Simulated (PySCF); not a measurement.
Spectra and structures to be paired. Theory: TDDFT CAM-B3LYP/def2-SVPD, vertical, gas phase, core orbitals frozen in the response in PySCF. Geometries: GFN2-xTB; one conformer of each isolated species. Triplets are in the Tamm–Dancoff approximation.

A. `O=C1C=CC(=O)O1`
B. `CC1=C(P1NC)C=C`
C. `CP(C)n1cccc1`

Lowest singlet levels (six at most, fewer where fewer were computed) with oscillator strengths:

1. 4.27 eV (f 0.002); 4.97 eV (f 0.171); 5.43 eV (f 0.006); 5.60 eV (f 0.038); 5.88 eV (f 0.247); 6.02 eV (f 0.023); T1 3.20 eV
2. 6.25 eV (f 0.005); 6.25 eV (f 0.058); 6.42 eV (f 0.006); 6.50 eV (f 0.028); 6.76 eV (f 0.227); 6.84 eV (f 0.024); T1 4.25 eV
3. 4.13 eV (f 0.000); 4.81 eV (f 0.000); 5.73 eV (f 0.055); 6.40 eV (f 0.357); 7.27 eV (f 0.000); 7.89 eV (f 0.000); T1 3.62 eV

Question: Match each spectrum to its molecule.

Answer: 1 = B, 2 = C, 3 = A.
- A: S1 at 4.13 eV, HOMO→LUMO (95%); Löwdin shares by element: HOMO oxygen 79%, carbon 6% or more (atoms not listed hold the other 15%); LUMO carbon 41% or more, oxygen 28% or more (atoms not listed hold the other 31%); HOMO -10.37 and LUMO -2.22 eV; point group C2v, 4 of its 6 listed states under f = 0.0005.
- B: S1 at 4.27 eV, HOMO→LUMO (92%); Löwdin shares by element: HOMO nitrogen 39%, phosphorus 25%, carbon 19% or more (atoms not listed hold the other 17%); LUMO carbon 79% or more (atoms not listed hold the other 21%); HOMO -7.25 and LUMO 0.11 eV.
- C: S1 at 6.25 eV, HOMO→LUMO (48%), HOMO→LUMO+3 (33%); Löwdin shares by element: HOMO carbon 84% or more (atoms not listed hold the other 16%); LUMO carbon 34% or more, phosphorus 9%, hydrogen 8% or more (atoms not listed hold the other 49%); HOMO -7.45 and LUMO 1.27 eV; point group Cs.
A and B have S1 within 0.15 eV of each other; their strongest listed levels stand at 6.40 eV (f 0.357) and 5.88 eV (f 0.247).
